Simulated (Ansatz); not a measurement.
# Re under compression and expansion

```
CELL_PARAMETERS angstrom
1.38392 0.79901 6.69861
-1.38392 0.79901 6.69861
0.00000 -1.59802 6.69861
ATOMIC_POSITIONS crystal
Re 0.00000 0.00000 0.00000
Re 0.22217 0.22217 0.22217
Re 0.77783 0.77783 0.77783
```

Structure from Materials Project entry mp-975065 (possibly hypothetical), not relaxed further.

Spin polarisation is left out, and whether a magnetic state lies lower isn't shown here.

No spin–orbit coupling, which matters for the heavy atoms here.

All numbers are computed: DFT, PBE, all-electron LAPW, scalar-relativistic (Ansatz 0.2.0); DFT, PBE, PAW with Ansatz's default frozen-core files, scalar-relativistic (Ansatz 0.2.0).

For LAPW: a Γ-centred 15×15×15 k mesh, Fermi–Dirac smearing of 0.05 eV, basis error target 0.5 meV/atom, no spin polarisation. PAW takes a cutoff of 420 eV at this cell. The Ansatz runs share mesh, smearing and spin set-up. Plane-wave (PAW) pressures include the program's estimate of the Pulay term.

The cell above is scaled evenly, with fractional coordinates and shape held.

```csv
V/V(cell),V (Å³/atom),"P, LAPW (GPa)","P, PAW (GPa)"
0.9400,13.925,30.55,30.52
0.9600,14.222,20.61,20.55
0.9800,14.518,11.68,11.60
0.9900,14.666,7.57,7.48
1.0000,14.814,3.66,3.57
1.0100,14.962,?,?
1.0200,15.110,-3.53,-3.64
1.0400,15.407,-9.99,-10.11
1.0600,15.703,-15.78,-15.91
```

Q: Fill in the row V/V(cell) = 1.0100.

A: P, LAPW (GPa) = -0.03, P, PAW (GPa) = -0.14.

Q: What do Birch–Murnaghan fits to the pressures give?

A: LAPW: V0 = 14.96 Å³/atom, B0 = 363 GPa, B0′ = 4.4; PAW: V0 = 14.96 Å³/atom, B0 = 364 GPa, B0′ = 4.4.

PAW's V0 lies -0.03 % from the all-electron value and its B0 0.3 %. With shape and internal coordinates held, B0 is an upper bound to the relaxed modulus.
